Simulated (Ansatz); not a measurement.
# P (fcc type): the cost of one run

Computed with Ansatz 0.2.0 (DFT, PBE, PAW with Ansatz's default frozen-core files, scalar-relativistic, unless a step's input says otherwise).

**1. The structure to begin with**

It takes space group Fm-3m (No. 225, cubic). The conventional cell has a = 3.915 Å, b = 3.915 Å, c = 3.915 Å, α = 90.00°, β = 90.00°, γ = 90.00°. P (site symmetry m-3m) has 12 P at 2.77 Å as nearest neighbours.

Structure file:

```
CELL_PARAMETERS angstrom
0.00000 1.95743 1.95743
1.95743 0.00000 1.95743
1.95743 1.95743 0.00000
ATOMIC_POSITIONS crystal
P 0.00000 0.00000 0.00000
```

**2. Cell relaxed at zero pressure, PAW**

Input file input.yaml:

```yaml
crystal:
  lattice:
    - [0.0, 1.9574338206, 1.9574338206]
    - [1.9574338206, 0.0, 1.9574338206]
    - [1.9574338206, 1.9574338206, 0.0]
  atoms:
    - { symbol: P, position: [0.0, 0.0, 0.0] }
kpoints:
  mp_grid: { grid: [17, 17, 17] }
scf:
  occupations: { method: fermi_dirac, width: 0.08 }
hamiltonian:
  xc: pbe
  pseudopotentials: { kind: paw }
output:
  forces: true
  stress: true
relax:
  f_tol: 0.005
  max_steps: 40
  cell: {}
```

Started as:

```console
> ansatz run input.yaml --threads 1 --pin off --max-ram 3584MiB --backend cpu --events-out ev --progress --plain --runs-dir out
```

**Question.** How long does this run take on 1 thread of Arm Neoverse V2, shared host, and how much memory does it need?

About 3 s, with a peak of 0.27 GiB.
